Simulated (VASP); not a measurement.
# Si (Fd-3m) in VASP: further runs

Runs on Si. Level: PBE. Tasks: G0W0 quasiparticle levels.

All numbers are computed with VASP 6.6.1; they aren't measurements. Logs are shortened: lines on timing, memory, paths and dates and some standing lists are left out, and cuts for length are marked.

### 1 The structure

Symmetry: Fd-3m, No. 227, cubic system. Conventional cell: a = 5.444 Å, b = 5.444 Å, c = 5.444 Å, α = 90.00°, β = 90.00°, γ = 90.00°. Si (site symmetry -43m) has 4 Si at 2.36 Å as nearest neighbours.

### 2 G0W0 quasiparticle levels, PBE

The input, POSCAR:

```
Si
1.0
    0.0000000000      2.7218511865      2.7218511865
    2.7218511865      0.0000000000      2.7218511865
    2.7218511865      2.7218511865      0.0000000000
Si
2
Direct
    0.5000000000      0.5000000000      0.5000000000
    0.7500000000      0.7500000000      0.7500000000
```

The input, INCAR.step1:

```
SYSTEM = Si
ALGO = Normal
EDIFF = 1E-8
ENCUT = 450
GGA = PE
ISMEAR = 0
LASPH = .True.
LCHARG = .False.
LREAL = .False.
LWAVE = .True.
NELM = 100
PREC = Accurate
SIGMA = 0.01
```

The input, INCAR.step2:

```
SYSTEM = Si
ALGO = Exact
EDIFF = 1E-8
ENCUT = 450
GGA = PE
ISMEAR = 0
ISTART = 1
LASPH = .True.
LCHARG = .False.
LOPTICS = .True.
LREAL = .False.
LWAVE = .True.
NBANDS = 165
NELM = 1
PREC = Accurate
SIGMA = 0.01
```

The input, INCAR.step3:

```
SYSTEM = Si
ALGO = EVGW0
EDIFF = 1E-8
ENCUT = 450
ENCUTGW = 200
GGA = PE
ISMEAR = 0
ISTART = 1
LASPH = .True.
LCHARG = .False.
LREAL = .False.
LWAVE = .False.
NBANDS = 165
NBANDSGW = 12
NELMGW = 1
NOMEGA = 48
PREC = Accurate
PRECFOCK = Fast
SIGMA = 0.01
```

The input, KPOINTS:

```
k-points
0
Gamma
  4 4 4
  0 0 0
```

Potentials or basis: VASP PAW PBE potentials, release 64 (Si_GW).

On the command line:

```bash
cat potpaw_PBE.64/Si_GW/POTCAR > POTCAR
cp INCAR.step1 INCAR
mpirun -np 1 vasp_std > vasp.out
cp INCAR.step2 INCAR
mpirun -np 1 vasp_std > vasp.out
cp INCAR.step3 INCAR
mpirun -np 1 vasp_std > vasp.out
```

OUTCAR:

```text
SYSTEM = Si
   EDIFF = 1E-8
   ENCUT = 450
   ENCUTGW = 200
   GGA = PE
   ISMEAR = 0
   ISTART = 1
   LASPH = .True.
   LREAL = .False.
   NELMGW = 1
   PREC = Accurate
   PRECFOCK = Fast

 Found      8 irreducible k-points:

 Following reciprocal coordinates:
            Coordinates               Weight
  0.000000  0.000000  0.000000      1.000000
  0.250000  0.000000  0.000000      8.000000
  0.500000  0.000000  0.000000      4.000000
  0.250000  0.250000  0.000000      6.000000
  0.500000  0.250000  0.000000     24.000000
 -0.250000  0.250000  0.000000     12.000000
   k-points           NKPTS =      8   k-points in BZ     NKDIM =     64   number of bands    NBANDS=    165
   number of dos      NEDOS =    301   number of ions     NIONS =      2
   total plane-waves  NPLWV =  21952
   dimension x,y,z NGX =    28 NGY =   28 NGZ =   28
   dimension x,y,z NGXF=    56 NGYF=   56 NGZF=   56
   ions per type =               2
   NGX,Y,Z   is equivalent  to a cutoff of  12.09, 12.09, 12.09 a.u.
   NGXF,Y,Z  is equivalent  to a cutoff of  24.19, 24.19, 24.19 a.u.
 SYSTEM =  Si
   PREC   = accura    normal or accurate (medium, high low for compatibility)
   ISTART =      1    job   : 0-new  1-cont  2-samecut
   ICHARG =      0    charge: 1-file 2-atom 10-const
   ISPIN  =      1    spin polarized calculation?
   LNONCOLLINEAR =      F non collinear calculations
   LSORBIT =      F    spin-orbit coupling
   LASPH  =      T    aspherical Exc in radial PAW
   ENCUT  =  450.0 eV  33.07 Ry    5.75 a.u.   6.66  6.66  6.66*2*pi/ulx,y,z
   NELM   =     60;   NELMIN=  2; NELMDL=  0     # of ELM steps
   EDIFF  = 0.1E-07   stopping-criterion for ELM
   LREAL  =      F    real-space projection
   EDIFFG = 0.1E-06   stopping-criterion for IOM
   NSW    =      0    number of steps for IOM
   IBRION =     -1    ionic relax: 0-MD 1-quasi-New 2-CG
   NFREE  =      0    steps in history (QN), initial steepest desc. (CG)
   ISIF   =      0    stress and relaxation
   ISYM   =      3    0-nonsym 1-usesym 2-fastsym
   POTIM  = 0.5000    time-step for ionic-motion
   TEBEG  =    0.0;   TEEND  =   0.0 temperature during run
   PSTRESS=    0.0 pullay stress
   NELECT =       8.0000    total number of electrons
   NUPDOWN=      -1.0000    fix difference up-down
   EMIN   =  10.00;   EMAX   =-10.00  energy-range for DOS
   EFERMI =   0.00;   METHOD = LEGACY
   ISMEAR =     0;   SIGMA  =   0.01  broadening in eV -4-tet -1-fermi 0-gaus
   EFERMI_NEDOS =   21; number of points for ismear=-14 and -15
   IALGO  =     38    algorithm
   IMIX   =      4    mixing-type and parameters
     AMIX     =   0.40;   BMIX     =  1.00
     AMIX_MAG =   1.60;   BMIX_MAG =  1.00
  volume/ion in A,a.u.               =      20.16       136.08
  Fermi-wavevector in a.u.,A,eV,Ry     =   0.954766  1.804247 12.402783  0.911579
  Thomas-Fermi vector in A             =   2.083543
   LORBIT       =      0    0 simple, 1 ext, 2 COOP (PROOUT), +10 PAW based schemes
   GGA     = PE    functional components
   LHFCALC =     T    Hartree Fock is set to
   PRECFOCK=fast      Normal, Fast or Accurate (Low or Medium for compatibility)
   ENCUT4O =  -1.0   cutoff for four orbital integrals eV
   NKREDX  =     1    reduce k-point grid by
   NKREDY  =     1    reduce k-point grid by
   NKREDZ  =     1    reduce k-point grid by
   AEXX    =    1.0000 exact exchange contribution
   HFSCREEN=    0.0000 screening length (either q_TF or 0.3 A-1)
   HFSCREENC=   0.0000 screening length for correlation (either q_TF or 0.3 A-1)
   ENCUTFOCK=  -1.0 apply spherical cutoff to Coloumb kernel
   IVDW    =     0    specifies the selected vdW correction
   LEPSILON=     F    determine dielectric tensor
   LRPA    =     F    only Hartree local field effects (RPA)
   LRPAFORCE           =     F    calculate RPA forces
   ENCUTGW             = 200.0    cutoff for response function in eV
   ENCUTGWSOFT         = 160.0    soft cutoff for Coulomb kernel in GW response function in eV
   ENCUTLF             =  -1.0    cutoff for local field effects
   NELMGW              =     1    number of iterations in solving QP/BSE equation
   NELMHF              =     1    number of iterations in the inner HF iteration
   NKREDLFX            =     1    NKREDLFY  =   1   NKREDLFZ  =   1
 non-spin polarized calculation
 Gauss-broadening in eV      SIGMA  =   0.01
  energy-cutoff  :      450.00
  volume of cell :       40.33
 maximum number of plane-waves:       893
 NGX is ok and might be reduce to    28
  NGX = 16; NGY = 16; NGZ = 16
   NGX = 13   NGY = 13   NGZ = 13
 maximum number of plane-waves:       268

 QP shifts <psi_nk| G(iteration)W_0 |psi_nk>: iteration 1
 for sc-GW calculations column KS-energies equals QP-energies in previous step
 and V_xc(KS)=  KS-energies - (<T + V_ion + V_H > + <T+V_H+V_ion>^1  + <V_x>^1)

 k-point   1 :       0.0000    0.0000    0.0000
  band No.  KS-energies  QP-energies   sigma(KS)   V_xc(KS)     V^pw_x(r,r')   Z            occupation Imag(sigma)

      1      -6.4847      -7.0163     -11.2293     -10.4406     -17.4669       0.6740       2.0000       1.0726
      2       5.4367       4.8592     -12.1604     -11.4016     -13.0150       0.7610       2.0000       0.0021
      3       5.4367       4.8592     -12.1604     -11.4016     -13.0150       0.7610       2.0000       0.0021
      4       5.4367       4.8592     -12.1604     -11.4016     -13.0150       0.7610       2.0000       0.0021
      5       7.9779       8.0766      -9.9539     -10.0847      -5.5644       0.7542       0.0000      -0.1162
      6       7.9779       8.0766      -9.9539     -10.0847      -5.5644       0.7542       0.0000      -0.1162
      7       7.9779       8.0766      -9.9539     -10.0847      -5.5644       0.7542       0.0000      -0.1162
      8       8.7173       8.9247     -10.7700     -11.0474      -5.8596       0.7476       0.0000      -0.1449
      9      13.1363      13.2964      -9.7699      -9.9890      -4.1863       0.7312       0.0000      -0.2172
     10      13.1363      13.2964      -9.7699      -9.9890      -4.1863       0.7312       0.0000      -0.2172
     11      13.3639      13.1018      -8.0491      -7.7060      -2.5880       0.7637       0.0000      -0.3002
     12      16.6395      16.4533      -8.5535      -8.3080      -2.2329       0.7586       0.0000      -0.5977

 k-point   2 :       0.2500    0.0000    0.0000
  band No.  KS-energies  QP-energies   sigma(KS)   V_xc(KS)     V^pw_x(r,r')   Z            occupation Imag(sigma)

      1      -5.6896      -6.2249     -11.3246     -10.5222     -17.2085       0.6671       2.0000       0.9410
      2       1.5154       0.9336     -11.5098     -10.7014     -13.7795       0.7197       2.0000       0.0706
      3       4.6778       4.1029     -11.9292     -11.1622     -12.9759       0.7495       2.0000       0.0066
      4       4.6778       4.1029     -11.9292     -11.1622     -12.9759       0.7495       2.0000       0.0066
      5       7.4301       7.5016     -10.0478     -10.1422      -5.6936       0.7564       0.0000      -0.1123
      6       8.9195       9.0253      -9.9790     -10.1208      -5.3252       0.7461       0.0000      -0.1359
      7       8.9195       9.0253      -9.9790     -10.1208      -5.3252       0.7461       0.0000      -0.1359
      8      12.2946      12.3848     -10.4829     -10.6069      -4.8285       0.7284       0.0000      -0.2431
      9      12.6125      12.6911      -9.4872      -9.5935      -3.9920       0.7400       0.0000      -0.2480
     10      12.6125      12.6911      -9.4872      -9.5935      -3.9920       0.7400       0.0000      -0.2480
     11      14.3977      14.1663      -8.1715      -7.8639      -2.4037       0.7522       0.0000      -0.3730
     12      17.2258      17.0909      -8.8552      -8.6713      -2.5942       0.7340       0.0000      -0.5655

 k-point   3 :       0.5000    0.0000    0.0000
  band No.  KS-energies  QP-energies   sigma(KS)   V_xc(KS)     V^pw_x(r,r')   Z            occupation Imag(sigma)

      1      -4.1690      -4.7240     -11.6364     -10.8412     -16.8592       0.6979       2.0000       0.7290
      2      -1.5103      -2.0892     -11.0475     -10.2160     -14.8793       0.6962       2.0000       0.3087
      3       4.2398       3.6397     -11.9387     -11.1359     -13.2233       0.7476       2.0000       0.0120
      4       4.2398       3.6397     -11.9387     -11.1359     -13.2233       0.7476       2.0000       0.0120
      5       6.9394       6.9976     -10.0393     -10.1161      -5.8073       0.7576       0.0000      -0.1027
      6       8.7595       8.8579      -9.5354      -9.6668      -4.9053       0.7489       0.0000      -0.1295
      7       8.7595       8.8579      -9.5354      -9.6668      -4.9053       0.7489       0.0000      -0.1295
      8      13.1437      12.9047      -8.0423      -7.7247      -2.3438       0.7526       0.0000      -0.3186
      9      15.9548      16.0205     -10.0641     -10.1527      -3.6361       0.7417       0.0000      -0.5606
     10      15.9548      16.0205     -10.0641     -10.1527      -3.6361       0.7417       0.0000      -0.5606
     11      16.7199      16.7782     -10.0002     -10.0787      -3.3698       0.7429       0.0000      -0.6567
     12      16.7199      16.7782     -10.0002     -10.0787      -3.3698       0.7429       0.0000      -0.6567
[... 17 lines left out ...]
 k-point   5 :       0.5000    0.2500    0.0000
  band No.  KS-energies  QP-energies   sigma(KS)   V_xc(KS)     V^pw_x(r,r')   Z            occupation Imag(sigma)

      1      -3.7832      -4.3309     -11.5714     -10.7828     -16.6154       0.6946       2.0000       0.6645
      2      -0.9337      -1.4971     -11.5815     -10.7802     -15.1913       0.7031       2.0000       0.2604
      3       1.9150       1.3127     -11.0724     -10.2462     -12.9938       0.7292       2.0000       0.0451
      4       3.2381       2.6281     -11.6053     -10.7785     -13.2201       0.7378       2.0000       0.0253
      5       6.9474       6.9361      -9.2233      -9.2084      -5.0394       0.7642       0.0000      -0.1080
      6       9.8679       9.8842      -9.5983      -9.6201      -4.7236       0.7487       0.0000      -0.1563
      7      11.1384      11.2460     -10.3577     -10.5046      -5.0088       0.7327       0.0000      -0.2010
      8      11.3260      11.4308      -9.9909     -10.1337      -4.6049       0.7331       0.0000      -0.2160
      9      15.5964      15.5923      -9.8808      -9.8753      -3.3782       0.7374       0.0000      -0.5329
     10      15.9347      15.9994     -10.0679     -10.1557      -3.6180       0.7370       0.0000      -0.5630
     11      17.5410      17.6483     -10.2163     -10.3610      -3.4461       0.7416       0.0000      -0.7314
     12      18.0750      18.1286     -10.1542     -10.2275      -3.3771       0.7305       0.0000      -0.6942

 k-point   6 :      -0.2500    0.2500    0.0000
  band No.  KS-energies  QP-energies   sigma(KS)   V_xc(KS)     V^pw_x(r,r')   Z            occupation Imag(sigma)

      1      -4.4531      -5.0085     -11.4862     -10.6815     -16.8205       0.6901       2.0000       0.7633
      2      -0.0364      -0.6022     -11.7222     -10.9205     -14.8789       0.7058       2.0000       0.1720
      3       1.6994       1.0914     -10.9135     -10.0795     -12.9227       0.7290       2.0000       0.0517
      4       4.1115       3.5217     -11.8253     -11.0339     -13.0714       0.7453       2.0000       0.0123
      5       7.8658       7.9175      -9.5255      -9.5938      -5.0708       0.7582       0.0000      -0.1163
      6      10.1937      10.3249      -9.9958     -10.1740      -4.7947       0.7362       0.0000      -0.1851
      7      10.5504      10.5721     -10.2270     -10.2562      -5.3344       0.7414       0.0000      -0.1629
      8      11.5350      11.6091      -9.8781      -9.9794      -4.3321       0.7311       0.0000      -0.2241
      9      11.8712      11.9182      -9.4277      -9.4908      -4.2064       0.7450       0.0000      -0.2146
     10      15.0218      15.0498      -9.9704     -10.0087      -3.5165       0.7307       0.0000      -0.4960
     11      18.0034      17.9080      -9.0158      -8.8858      -2.6175       0.7342       0.0000      -0.6199
     12      18.5609      18.6906     -10.5045     -10.6797      -3.4787       0.7404       0.0000      -0.8067

 [... further k-points ...]
```

Run time: 63 s. Hardware: 1 thread of Intel Xeon 6975P-C (Granite Rapids), shared host; peak memory 0.41 GiB.

The run converged, but some of its settings lie outside the range that counts as converged, so its numbers aren't taken as properties of the crystal.

Results:

| Item | Value |
| --- | --- |
| Band gap on the k mesh, mean-field level | 0.71 eV, indirect (least direct gap 2.54 eV) |
| Quasiparticle gap | 1.24 eV |
| Least direct quasiparticle gap | 3.22 eV |

Caveat: the k mesh is coarse (spacing up to 0.50 Å⁻¹), so the values aren't converged; bands, screening cutoff and mesh are small and nothing is extrapolated, so the quasiparticle values aren't converged.

### 3 G0W0 quasiparticle levels, PBE

POSCAR is that of step 2.

INCAR.step1 is that of step 2.

INCAR.step2: that of step 2 with these lines changed.

```diff
@@ -12,3 +12,3 @@
 LWAVE = .True.
-NBANDS = 165
+NBANDS = 16
 NELM = 1
```

INCAR.step3: that of step 2 with these lines changed.

```diff
@@ -4,3 +4,3 @@
 ENCUT = 450
-ENCUTGW = 200
+ENCUTGW = 75
 GGA = PE
@@ -12,3 +12,3 @@
 LWAVE = .False.
-NBANDS = 165
+NBANDS = 16
 NBANDSGW = 12
```

The input, KPOINTS:

```
k-points
0
Gamma
  3 3 3
  0 0 0
```

Potentials or basis: VASP PAW PBE potentials, release 64 (Si_GW).

On the command line:

```bash
cat potpaw_PBE.64/Si_GW/POTCAR > POTCAR
cp INCAR.step1 INCAR
mpirun -np 1 vasp_std > vasp.out
cp INCAR.step2 INCAR
mpirun -np 1 vasp_std > vasp.out
cp INCAR.step3 INCAR
mpirun -np 1 vasp_std > vasp.out
```

OUTCAR:

```text
SYSTEM = Si
   EDIFF = 1E-8
   ENCUT = 450
   ENCUTGW = 75
   GGA = PE
   ISMEAR = 0
   ISTART = 1
   LASPH = .True.
   LREAL = .False.
   NELMGW = 1
   PREC = Accurate
   PRECFOCK = Fast

 Found      4 irreducible k-points:

 Following reciprocal coordinates:
            Coordinates               Weight
[... 86 lines left out ...]
      1      -6.4325      -6.4009     -10.3924     -10.4342     -17.4248       0.7558       2.0000       1.4791
      2       5.5010       5.9029     -10.8915     -11.4221     -13.4294       0.7575       2.0000       0.0581
      3       5.5010       5.9029     -10.8915     -11.4221     -13.4294       0.7575       2.0000       0.0581
      4       5.5010       5.9029     -10.8915     -11.4221     -13.4294       0.7575       2.0000       0.0581
      5       8.0158       8.9811      -8.8090     -10.0709      -5.3656       0.7650       0.0000      -0.1045
      6       8.0158       8.9811      -8.8090     -10.0709      -5.3656       0.7650       0.0000      -0.1045
      7       8.0158       8.9811      -8.8090     -10.0709      -5.3656       0.7650       0.0000      -0.1045
      8       8.7867       9.9501      -9.4995     -11.0339      -5.5737       0.7582       0.0000      -0.1636
      9      13.1689      14.4966      -8.2468      -9.9879      -4.1513       0.7626       0.0000      -0.2209
     10      13.1689      14.4966      -8.2468      -9.9879      -4.1513       0.7626       0.0000      -0.2209
     11      13.4319      14.0625      -6.8461      -7.6090      -2.4805       0.8265       0.0000      -0.3771
     12      16.6688      17.5648      -7.1118      -8.2483      -2.1676       0.7884       0.0000      -0.6740
[... 36 lines left out ...]
      1      -3.1838      -3.0454     -10.7043     -10.9016     -16.4741       0.7012       2.0000       0.7231
      2      -1.2644      -1.1395     -10.7100     -10.8864     -15.5005       0.7084       2.0000       0.4214
      3       1.0888       1.1494      -9.7644      -9.8453     -12.9795       0.7492       2.0000       0.1971
      4       3.3836       3.6426     -10.4701     -10.8165     -13.4271       0.7477       2.0000       0.0933
      5       7.0350       7.8059      -8.1456      -9.1442      -4.7336       0.7719       0.0000      -0.0983
      6      11.2761      12.2454      -8.4526      -9.7014      -4.5675       0.7762       0.0000      -0.2087
      7      11.9137      13.0599      -8.7314     -10.2516      -4.3400       0.7540       0.0000      -0.2801
      8      12.5261      13.7208      -8.9275     -10.5050      -4.6738       0.7574       0.0000      -0.2786
      9      12.8638      13.9851      -8.7629     -10.2605      -4.1378       0.7487       0.0000      -0.3277
     10      13.1278      14.3079      -8.2368      -9.7484      -4.1666       0.7807       0.0000      -0.2912
     11      19.8065      21.0935      -7.0131      -8.6604      -2.3238       0.7813       0.0000      -0.7875
     12      20.3688      21.6539      -6.5612      -8.1740      -2.0224       0.7969       0.0000      -0.8386
```

OUTCAR.step2:

```text
SYSTEM = Si
   EDIFF = 1E-8
   ENCUT = 450
   GGA = PE
[... 518 lines left out ...]
  --------------------------------------------------------------------------------------------------------------
     0.00000    34.11028    34.11028    34.11028     0.00000     0.00000    -0.00000
     0.41874    34.73431    34.73431    34.73431     0.00000     0.00000    -0.00000
     0.83749    36.79660    36.79660    36.79660     0.00000     0.00000    -0.00000
     1.25623    40.94915    40.94915    40.94915     0.00000     0.00000    -0.00000
     1.67497    49.05889    49.05889    49.05889     0.00000     0.00000    -0.00000
     2.09371    67.87611    67.87611    67.87611     0.00000     0.00000    -0.00000
[... 92 lines left out ...]
    41.03679     0.76241     0.76241     0.76241    -0.00000    -0.00000     0.00000
    41.45554     0.76728     0.76728     0.76728    -0.00000    -0.00000     0.00000
```

Run time: 10 s. Hardware: 1 thread of Intel Xeon 6975P-C (Granite Rapids), shared host; peak memory 0.24 GiB.

These settings aren't checked as converged: the numbers below hold their error.

What came out:

* Band gap on the k mesh, mean-field level: 0.70 eV, indirect (least direct gap 2.51 eV)
* Quasiparticle gap: 1.02 eV
* Least direct quasiparticle gap: 3.08 eV

Caveat: the k mesh is coarse (spacing up to 0.67 Å⁻¹), so the values aren't converged; bands, screening cutoff and mesh are small and nothing is extrapolated, so the quasiparticle values aren't converged; an odd mesh through Γ misses points on the zone boundary, where band edges often lie.
